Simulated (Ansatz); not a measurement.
A 2-atom cell of BaO started from a crystallographic database: a band-structure calculation in the PAW code Ansatz (PBE). Cell and atoms come from a relaxation with r2SCAN.

```yaml
crystal:
  lattice:
    - [0.0, 2.7719428467, 2.7719428467]
    - [2.7719428467, 0.0, 2.7719428467]
    - [2.7719428467, 2.7719428467, 0.0]
  atoms:
    - { symbol: Ba, position: [0.0, 0.0, 0.0] }
    - { symbol: O, position: [0.5, 0.5, 0.5] }
kpoints:
  mp_grid: { grid: [8, 8, 8] }
  band_path:
    path:
      - [[0.0, 0.0, 0.0], [0.5, -2.808992038627e-34, 0.5], [0.625, 0.25, 0.625]]
      - [[0.375, 0.375, 0.75], [0.0, 0.0, 0.0], [0.5, 0.5, 0.5], [0.5, 0.25, 0.75], [0.5, -2.808992038627e-34, 0.5]]
    npoints: 10
hamiltonian:
  xc: pbe
scf:
  occupations: { method: fermi_dirac, width: 0.02 }
  n_extra_bands: 4
output:
  forces: true
  stress: true
  eigenvalues: true
  write_density: true
  write_potential: true
  elf: true
  volumetric_format: npy
```

Some lines of the output have been replaced by numbered gaps.
```
scf.n_extra_bands = 4 over 8 filled bands (N_el = 16.0): the run solves 12 bands
Pseudopotential: Ba, paw, valence charge 10, recommended cutoff 420 eV (normal)
Pseudopotential: O, paw, valence charge 6, recommended cutoff 420 eV (normal)
Functional definition: PBE
Crystal: 2 atoms, lattice volume = 42.597 Å³
Basis set: ecut = 420 eV, 869 PW (Γ)
[1]
Free energy (F): -6519.543898 eV
[2]
--- Stress (GPa, compression-positive) ---
[3]
--- Band table (eV; the first three rows and the last of 29) ---
[4]
```

The rows of the band table are 0: (0, 0, 0) = Γ, 1: (0, 0, 1/8), 2: (0, 0, 1/4), 28: (1/4, -1/2, -1/4) = W.

Q: Fill in the blanks. They hold the stress, the Fermi energy and the band table, the symmetry found.

A:
```
[1]
Symmetry: 48 space group operations
Space group: Fm-3m (ITA 225)
[2]
Fermi energy:    9.577353 eV
[3]
        1.150352       0.000000       0.000000
        0.000000       1.150352       0.000000
        0.000000       0.000000       1.150352
  P = ⅓ Tr σ = 1.1504 GPa (11.504 kbar)
[4]
  k-point 0: bands = […, -1.7863, -1.7863, -1.7863, 8.1073, 8.1073, 8.1073, 12.1368, 13.2980, 13.2980, 13.2980]
  k-point 1: bands = […, -1.8250, -1.8043, -1.8043, 7.8008, 7.9310, 7.9310, 12.7563, 13.1009, 13.5588, 13.5588]
  k-point 2: bands = […, -1.9127, -1.8468, -1.8468, 7.2236, 7.5505, 7.5505, 12.9405, 14.2754, 14.2754, 14.3167]
  k-point 28: bands = […, -2.8407, -2.8407, -1.8626, 7.2109, 8.3366, 8.3366, 13.0860, 13.0860, 15.4298, 17.8420]
```
The trailing digits, and the zero of the energies, depend on the potentials and thresholds.

The PBE gap is direct at X: 2.05 eV. Edges are sought over the mesh and the listed points. The mean pressure is +1.15 GPa (compression positive), so PBE would enlarge the cell's volume.

Command: `ansatz run input.yaml --threads 2 --pin off --max-ram 2211MiB --backend cpu --events-out ev --progress --plain --runs-dir out`.

Q: It took 1.1 s on 2 threads of Arm Neoverse V2, on a shared host, load about 0.1 per core. What peak of host memory did it reach?

A: About 0.29 GiB.

Calculated for a static, non-magnetic cell.

Spin-orbit coupling is left out.
